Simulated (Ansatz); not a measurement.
Crystal: GaN.

```
CELL_PARAMETERS angstrom
3.18000 0.00000 0.00000
-1.59000 2.75396 0.00000
0.00000 0.00000 5.16600
ATOMIC_POSITIONS crystal
Ga 0.66667 0.33333 0.50000
Ga 0.33333 0.66667 0.00000
N 0.66667 0.33333 0.87500
N 0.33333 0.66667 0.37500
```

```yaml
Program: Ansatz 0.2.0
Task: relaxation of cell and atoms
Functional: BLYP
Potentials_or_basis: Ansatz PAW
Cutoff: "420 eV (not typed: the program's choice for these potentials)"
k_mesh: 10 × 10 × 5
Occupations: fermi-dirac, width 0.05 eV
Spin: no spin polarisation
```

At the start: volume 11.31 Å³/atom.

**Question.** How do energy, volume and symmetry change on relaxing?

**Answer.** It ends after 8 steps and the volume is 12.14 Å³/atom (+7.3 %); space group P6_3mc (No. 186, to 0.05 Å).

Step by step:
| step | energy change (eV) | largest force (eV/Å) | volume (Å³) |
| --- | --- | --- | --- |
| 1 | 0.0000 | 0.1312 | 45.24 |
| 2 | -0.0953 | 0.0979 | 47.08 |
| 3 | -0.1116 | 0.0481 | 48.31 |
| 4 | -0.1115 | 0.0279 | 48.44 |
| 5 | -0.1116 | 0.0033 | 48.44 |
| 6 | -0.1277 | 0.0031 | 48.44 |
| 7 | -0.1275 | 0.0001 | 48.56 |
| 8 | -0.1278 | 0.0001 | 48.56 |

Final structure:
```
Ga N
1.0
     3.25141    0.00000    0.00000
    -1.62570    2.81580    0.00000
     0.00000    0.00000    5.30380
Ga N
2 2
Direct
  0.66667 0.33333 0.49924
  0.33333 0.66667 0.99924
  0.66667 0.33333 0.87576
  0.33333 0.66667 0.37576
```

Caveat: the plane-wave basis is chosen anew once the cell has moved, so the energies of steps on either side of that aren't comparable; the pressure holds a Pulay correction of +0.6 GPa for the finite cutoff; the PAW data sets come from PBE, with cores solved anew for the run's functional, which leaves a small shift of forces and pressure.
